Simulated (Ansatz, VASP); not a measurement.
**One calculation of Fe, two programs**

```
Fe
1.0
     2.79751    0.00000    0.00000
    -1.39876    2.42272    0.00000
     0.00000    0.00000    4.34361
Fe
2
Cartesian
  0.0000 1.6151 1.0859
  1.3988 0.8076 3.2577
```

Alike in both runs: task single point; functional PBEsol; k mesh 6 × 6 × 4; occupations gaussian, width 0.1 eV; collinear spin.

```csv
,VASP,Ansatz
version,VASP 6.6.1,Ansatz 0.2.0
potentials or method,"VASP PAW PBE potentials, release 64 (Fe)","scalar-relativistic, plane waves, PAW"
plane-wave cutoff (eV),520,420
valence electrons in the cell,16,32
```

```csv
,VASP,Ansatz,Ansatz less VASP
gap on the k mesh at the Fermi level (eV),none,none,-
pressure (GPa),-27.9,-28.0,-0.03
largest component of the traceless stress (GPa),5.70,5.92,+0.219
net moment per atom (μB),2.69,2.69,+0.007
size of the moment on the site where the two differ most (μB),2.71,2.76,+0.049
```

Site moments also hang on the region over which each program counts them. A gap of «none» marks a metal or a gap that the smearing closes. With one functional, cell and mesh, what is left measures potentials, basis and numerics. The two sets of potentials don't hold the same shells in valence.

Caveats: the k mesh is coarse (spacing up to 0.43 Å⁻¹), so the values aren't converged; so large a pressure means that the cell lies far from this level's equilibrium, or that cutoff or potentials fall short (VASP); the potentials were made for another functional, which shifts forces and pressure (VASP).
